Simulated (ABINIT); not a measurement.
# Sn (Fd-3m) in ABINIT: a series of runs

Runs on Sn. Level: PBEsol. Tasks: single point.

Program: ABINIT 10.8.3 (patched build). These are calculated values, not measurements. Logs are shortened: lines on timing, memory, paths and dates and some standing lists are left out, and cuts for length are marked. The log counts tension as positive stress, the text compression.

## 1. The crystal as given

The structure is cubic, space group Fd-3m (No. 227). The conventional cell has a = 6.467 Å, b = 6.467 Å, c = 6.467 Å, α = 90.00°, β = 90.00°, γ = 90.00°. Sn (site symmetry -43m) is surrounded by 4 Sn at 2.80 Å.

This isn't the form of Sn at room conditions, which is tetragonal (white tin).

## 2. Single point, PBEsol

File run.abi:

```
# Pseudopotentials
pp_dirpath "./"
pseudos "Sn.upf"

# Structure
acell 8.64103205 8.64103205 8.64103205
rprim
     0.0000000000     0.7071067812     0.7071067812
     0.7071067812     0.0000000000     0.7071067812
     0.7071067812     0.7071067812     0.0000000000
ntypat 1
znucl 50
natom 2
typat 1 1
xred
     0.7500000000     0.7500000000     0.7500000000
     0.5000000000     0.5000000000     0.5000000000

# Plane-wave basis
ecut 36.0

# k points
kptopt 1
ngkpt 7 7 7
nshiftk 1
shiftk 0.0 0.0 0.0

# Exchange and correlation
ixc -116133

# Bands and occupations
nband 18
occopt 3
tsmear 0.00183747

# SCF cycle
nstep 100
tolvrs 1.0e-10

# Output
iomode 3
prtwf 0
prtden 0
prteig 0
prtebands 0
enunit 1
```

Potentials or basis: PseudoDojo NC SR PBEsol v0.4.1 standard.

Command:

```console
$ abinit run.abi > log 2>&1
```

run.abo:

```text
.Version 10.8.3 of ABINIT
 Symmetries : space group Fd -3 m (#227); Bravais cF (face-center cubic)
================================================================================
 Values of the parameters that define the memory need of the present run
     intxc =       0    ionmov =       0      iscf =       7    lmnmax =       6
     lnmax =       6     mgfft =      48  mpssoang =       3    mqgrid =    3001
     natom =       2  nloc_mem =       1    nspden =       1   nspinor =       1
    nsppol =       1      nsym =      48    n1xccc =    2501    ntypat =       1
    occopt =       3   xclevel =       2
       mpw =        4729          nfft =      110592          nkpt =          20
================================================================================
================================================================================

--------------------------------------------------------------------------------
------------- Echo of variables that govern the present computation ------------
--------------------------------------------------------------------------------
 -outvars: echo values of preprocessed input variables --------
            acell      8.6410320500E+00  8.6410320500E+00  8.6410320500E+00 Bohr
              amu      1.18710000E+02
             ecut      3.60000000E+01 Hartree
           enunit           1
              ixc     -116133
         kptrlatt        7    0    0      0    7    0      0    0    7
          kptrlen      6.04872244E+01
            natom           2
            nband          18
            ngfft          48      48      48
             nkpt          20
            nstep         100
             nsym          48
           ntypat           1
           occopt           3
           prtden           0
        prtebands           0
           prteig           0
            prtwf           0
            rprim      0.0000000000E+00  7.0710678120E-01  7.0710678120E-01
                       7.0710678120E-01  0.0000000000E+00  7.0710678120E-01
                       7.0710678120E-01  7.0710678120E-01  0.0000000000E+00
          spgroup         227
           tolvrs      1.00000000E-10
           tsmear      1.83747000E-03 Hartree
            typat      1  1
           xangst      4.8500141968E+00  4.8500141968E+00  4.8500141968E+00
                       3.2333427979E+00  3.2333427979E+00  3.2333427979E+00
            xcart      9.1651985387E+00  9.1651985387E+00  9.1651985387E+00
                       6.1101323591E+00  6.1101323591E+00  6.1101323591E+00
             xred      7.5000000000E-01  7.5000000000E-01  7.5000000000E-01
                       5.0000000000E-01  5.0000000000E-01  5.0000000000E-01
            znucl       50.00000

================================================================================

 chkinp: Checking input parameters for consistency.

================================================================================
== DATASET  1 ==================================================================

--- !DatasetInfo
[... 82 lines left out ...]
    1        2.00000         10.57266621
    2        2.00000         10.57266621
================================================================================

 ----iterations are completed or convergence reached----

 Mean square residual over all n,k,spin=   32.896E-12; max=  95.646E-10
 reduced coordinates (array xred) for    2 atoms
       0.750000000000      0.750000000000      0.750000000000
       0.500000000000      0.500000000000      0.500000000000
 rms dE/dt=  1.3463E-27; max dE/dt=  1.6156E-27; dE/dt below (all hartree)
    1       0.000000000000     -0.000000000000     -0.000000000000
    2      -0.000000000000     -0.000000000000      0.000000000000

 cartesian coordinates (angstrom) at end:
    1      4.85001419678185     4.85001419678185     4.85001419678185
    2      3.23334279785457     3.23334279785457     3.23334279785457

 cartesian forces (hartree/bohr) at end:
    1      0.00000000000000     0.00000000000000    -0.00000000000000
    2     -0.00000000000000    -0.00000000000000     0.00000000000000
 frms,max,avg= 1.8522765E-28 2.6441115E-28   0.000E+00  0.000E+00  0.000E+00 h/b

 cartesian forces (eV/Angstrom) at end:
    1      0.00000000000000     0.00000000000000    -0.00000000000000
    2     -0.00000000000000    -0.00000000000000     0.00000000000000
 frms,max,avg= 9.5247889E-27 1.3596568E-26   0.000E+00  0.000E+00  0.000E+00 e/A
 length scales=  8.641032050000  8.641032050000  8.641032050000 bohr
              =  4.572637236440  4.572637236440  4.572637236440 angstroms
 Fermi (or HOMO) energy (eV) =   4.13608   Average Vxc (eV)=  -9.30596
 Eigenvalues (   eV  ) for nkpt=  20  k points:
 kpt#   1, nband= 18, wtk=  0.00292, kpt=  0.0000  0.0000  0.0000 (reduced coord)
 -17.49463  -17.49463  -17.49463  -17.43293  -17.43293  -17.11395  -17.11395  -17.11395
 -17.10413  -17.10413   -6.50609    3.57701    4.28517    4.28517    4.28517    6.35329
   6.35329    6.35329
 prteigrs : prtvol=0 or 1, do not print more k-points.

--- !EnergyTerms
iteration_state     : {dtset: 1, }
comment             : Components of total free energy in Hartree
kinetic             :  9.36877682796578E+01
hartree             :  4.34318688261013E+01
xc                  : -4.36318026893198E+01
Ewald energy        : -8.63984898032222E+01
psp_core            :  3.98258855569953E+00
local_psp           : -1.24096790183212E+02
non_local_psp       : -4.42331720744207E+01
internal            : -1.57258029088716E+02
'-kT*entropy'       : -7.26244853676765E-05
total_energy        : -1.57258101713201E+02
total_energy_eV     : -4.27921094602769E+03
band_energy         : -1.28646661271336E+01
...

 Cartesian components of stress tensor (hartree/bohr^3)
  sigma(1 1)= -5.63632001E-05  sigma(3 2)=  0.00000000E+00
  sigma(2 2)= -5.63632001E-05  sigma(3 1)=  0.00000000E+00
  sigma(3 3)= -5.63632001E-05  sigma(2 1)=  0.00000000E+00

-Cartesian components of stress tensor (GPa)         [Pressure=  1.6583E+00 GPa]
- sigma(1 1)= -1.65826260E+00  sigma(3 2)=  0.00000000E+00
- sigma(2 2)= -1.65826260E+00  sigma(3 1)=  0.00000000E+00
- sigma(3 3)= -1.65826260E+00  sigma(2 1)=  0.00000000E+00

== END DATASET(S) ==============================================================
================================================================================

 -outvars: echo values of variables after computation  --------
            acell      8.6410320500E+00  8.6410320500E+00  8.6410320500E+00 Bohr
           etotal     -1.5725810171E+02
            fcart      1.7627410111E-28  4.4068525277E-29 -2.6441115166E-28
                      -1.7627410111E-28 -4.4068525277E-29  2.6441115166E-28
            rprim      0.0000000000E+00  7.0710678120E-01  7.0710678120E-01
                       7.0710678120E-01  0.0000000000E+00  7.0710678120E-01
                       7.0710678120E-01  7.0710678120E-01  0.0000000000E+00
           strten     -5.6363200073E-05 -5.6363200073E-05 -5.6363200073E-05
                       0.0000000000E+00  0.0000000000E+00  0.0000000000E+00
           xangst      4.8500141968E+00  4.8500141968E+00  4.8500141968E+00
                       3.2333427979E+00  3.2333427979E+00  3.2333427979E+00
             xred      7.5000000000E-01  7.5000000000E-01  7.5000000000E-01
                       5.0000000000E-01  5.0000000000E-01  5.0000000000E-01
 Calculation completed.
```

Wall time 22 s (1 thread of AMD EPYC 9R45 (Zen 5), shared host); peak memory 0.11 GiB.

Results:

```
Free energy                                           : -4279.2109 eV
Pressure                                              : 1.7 GPa
Band gap on the k mesh                                : none (metal or under the smearing width)
Valence electrons inside the program's atomic spheres : Sn 10.57 (radii [1.0584] Å)
```

## 3. Single point, PBEsol

Edit run.abi of step 2 so:

```diff
@@ -19,3 +19,3 @@
 # Plane-wave basis
-ecut 36.0
+ecut 51.0
 
@@ -31,3 +31,3 @@
 # Bands and occupations
-nband 18
+nband 27
 occopt 3
```

Potentials or basis: PseudoDojo NC SR PBEsol v0.4 stringent.

Command:

```console
$ abinit run.abi > log 2>&1
```

Run time: 75 s. Hardware: 1 thread of AMD EPYC 9R45 (Zen 5), shared host; peak memory 0.19 GiB.

The run converged. Its results:

```
Free energy                                           : -12050.6964 eV
Pressure                                              : 1.6 GPa
Band gap on the k mesh                                : none (metal or under the smearing width)
Valence electrons inside the program's atomic spheres : Sn 18.51 (radii [1.0584] Å)
```

Levels at points of the mesh, in eV from the Fermi level:
```tsv
k point	band 20	band 21	band 22	band 23	band 24	band 25
(0.00, 0.00, 0.00)	-0.56	0.15	0.15	0.15	2.21	2.21
```

## 4. Single point, PBEsol

Edit run.abi of step 3 so:

```diff
@@ -2,3 +2,3 @@
 pp_dirpath "./"
-pseudos "Sn.upf"
+pseudos "Sn.GGA_PBE-JTH.xml"
 
@@ -19,3 +19,5 @@
 # Plane-wave basis
-ecut 51.0
+ecut 22.0
+pawecutdg 44.0
+pawxcdev 0
 
@@ -31,3 +33,3 @@
 # Bands and occupations
-nband 27
+nband 18
 occopt 3
@@ -37,3 +39,3 @@
 nstep 100
-tolvrs 1.0e-10
+tolvrs 1.0e-9
```

Potentials or basis: JTH PAW PBE v2.0.

Command:

```console
$ abinit run.abi > log 2>&1
```

run.abo:

```text
.Version 10.8.3 of ABINIT
 Symmetries : space group Fd -3 m (#227); Bravais cF (face-center cubic)
================================================================================
 Values of the parameters that define the memory need of the present run
     intxc =       0    ionmov =       0      iscf =      17    lmnmax =      18
     lnmax =       6     mgfft =      40  mpssoang =       3    mqgrid =    3001
     natom =       2  nloc_mem =       2    nspden =       1   nspinor =       1
    nsppol =       1      nsym =      48    n1xccc =       1    ntypat =       1
    occopt =       3   xclevel =       2
       mpw =        2259          nfft =       64000          nkpt =          20
 PAW method is used; the additional fine FFT grid is defined by:
   mgfftf=        54    nfftf =    157464
================================================================================
================================================================================

--------------------------------------------------------------------------------
------------- Echo of variables that govern the present computation ------------
--------------------------------------------------------------------------------
 -outvars: echo values of preprocessed input variables --------
            acell      8.6410320500E+00  8.6410320500E+00  8.6410320500E+00 Bohr
              amu      1.18710000E+02
             ecut      2.20000000E+01 Hartree
           enunit           1
              ixc     -116133
         kptrlatt        7    0    0      0    7    0      0    0    7
          kptrlen      6.04872244E+01
            natom           2
            nband          18
            ngfft          40      40      40
          ngfftdg          54      54      54
             nkpt          20
            nstep         100
             nsym          48
           ntypat           1
           occopt           3
        pawecutdg      4.40000000E+01 Hartree
         pawxcdev           0
           prtden           0
        prtebands           0
           prteig           0
            prtwf           0
            rprim      0.0000000000E+00  7.0710678120E-01  7.0710678120E-01
                       7.0710678120E-01  0.0000000000E+00  7.0710678120E-01
                       7.0710678120E-01  7.0710678120E-01  0.0000000000E+00
          spgroup         227
           tolvrs      1.00000000E-09
[... 140 lines left out ...]
 frms,max,avg= 1.1702063E-26 1.8128757E-26   0.000E+00  0.000E+00  0.000E+00 e/A
 length scales=  8.641032050000  8.641032050000  8.641032050000 bohr
              =  4.572637236440  4.572637236440  4.572637236440 angstroms
 Fermi (or HOMO) energy (eV) =   4.28229   Average Vxc (eV)=  -9.03348
 Eigenvalues (   eV  ) for nkpt=  20  k points:
 kpt#   1, nband= 18, wtk=  0.00292, kpt=  0.0000  0.0000  0.0000 (reduced coord)
 -17.28314  -17.28314  -17.28314  -17.22336  -17.22336  -16.90108  -16.90108  -16.90108
 -16.89279  -16.89279   -6.36376    3.71020    4.43693    4.43693    4.43693    6.49852
   6.49852    6.49852
 prteigrs : prtvol=0 or 1, do not print more k-points.

--- !EnergyTerms
iteration_state     : {dtset: 1, }
comment             : Components of total free energy in Hartree
kinetic             :  2.34616548077486E+01
hartree             :  5.80434546802677E+01
xc                  : -1.36192710040124E+01
Ewald energy        : -8.63984898032222E+01
psp_core            :  3.15717990173657E+00
local_psp           : -1.55272419168570E+02
PAW spherical_terms :  3.12036860061894E+01
internal            : -1.39424204579862E+02
'-kT*entropy'       : -7.34382130587293E-05
total_energy        : -1.39424278018075E+02
total_energy_eV     : -3.79392788121688E+03
...

--- !EnergyTermsDC
iteration_state     : {dtset: 1, }
comment             : '"Double-counting" decomposition of free energy'
band_energy         : -1.26663765015744E+01
Ewald energy        : -8.63984898032222E+01
psp_core            :  3.15717990173657E+00
xc_dc               : -6.25320728515888E+01
PAW spherical_terms :  1.90155568044230E+01
internal            : -1.39424202450226E+02
'-kT*entropy'       : -7.34382130587293E-05
total_energy_dc     : -1.39424275888439E+02
total_energy_dc_eV  : -3.79392782326653E+03
...

--- !EnergyTermsWithPAWCore
iteration_state     : {dtset: 1, }
comment             : 'Components of total free energy, including PAW core contributions'
Total energy        : -1.23492248318519E+04
Total energy DC     : -1.23492248297223E+04
Total energy (eV)   : -3.36039526737983E+05
Total energy DC (eV): -3.36039526680033E+05
...

 Cartesian components of stress tensor (hartree/bohr^3)
  sigma(1 1)= -5.32551075E-05  sigma(3 2)=  0.00000000E+00
  sigma(2 2)= -5.32551075E-05  sigma(3 1)=  0.00000000E+00
  sigma(3 3)= -5.32551075E-05  sigma(2 1)=  0.00000000E+00

-Cartesian components of stress tensor (GPa)         [Pressure=  1.5668E+00 GPa]
- sigma(1 1)= -1.56681936E+00  sigma(3 2)=  0.00000000E+00
- sigma(2 2)= -1.56681936E+00  sigma(3 1)=  0.00000000E+00
- sigma(3 3)= -1.56681936E+00  sigma(2 1)=  0.00000000E+00

== END DATASET(S) ==============================================================
================================================================================

 -outvars: echo values of variables after computation  --------
            acell      8.6410320500E+00  8.6410320500E+00  8.6410320500E+00 Bohr
           etotal     -1.3942427589E+02
            fcart      1.7627410111E-28 -3.5254820222E-28 -1.1557932375E-45
                      -1.7627410111E-28  3.5254820222E-28  1.1557932375E-45
            rprim      0.0000000000E+00  7.0710678120E-01  7.0710678120E-01
                       7.0710678120E-01  0.0000000000E+00  7.0710678120E-01
                       7.0710678120E-01  7.0710678120E-01  0.0000000000E+00
           strten     -5.3255107451E-05 -5.3255107451E-05 -5.3255107451E-05
                       0.0000000000E+00  0.0000000000E+00  0.0000000000E+00
           xangst      4.8500141968E+00  4.8500141968E+00  4.8500141968E+00
                       3.2333427979E+00  3.2333427979E+00  3.2333427979E+00
             xred      7.5000000000E-01  7.5000000000E-01  7.5000000000E-01
                       5.0000000000E-01  5.0000000000E-01  5.0000000000E-01
 Calculation completed.
```

Wall time 17 s (1 thread of AMD EPYC 9R45 (Zen 5), shared host); peak memory 0.14 GiB.

What came out:

- Free energy: -3793.9278 eV
- Pressure: 1.6 GPa
- Band gap on the k mesh: none (metal or under the smearing width)
- Valence electrons inside the program's atomic spheres: Sn 12.02, 12.01 (radii [1.3287] Å)

Caveat: the PAW data sets were made with another functional, which shifts forces and pressure a little.

## 5. The runs side by side

```csv
potentials or basis,cutoff (eV),fine-grid cutoff,gap on the mesh (eV),pressure (GPa)
PseudoDojo NC SR PBEsol v0.4.1 standard,980,-,none,1.7
PseudoDojo NC SR PBEsol v0.4 stringent,1388,-,none,1.6
JTH PAW PBE v2.0,599,1197.3 eV,none,1.6
```

Alike in all rows: task single point; level PBEsol; no spin polarisation; cell as given; k mesh 7 × 7 × 7; smearing fermi-dirac 0.05 eV.

Caveats: the PAW data sets were made with another functional, which shifts forces and pressure a little (some runs).

Absolute energies hang on the potentials; compare differences alone.
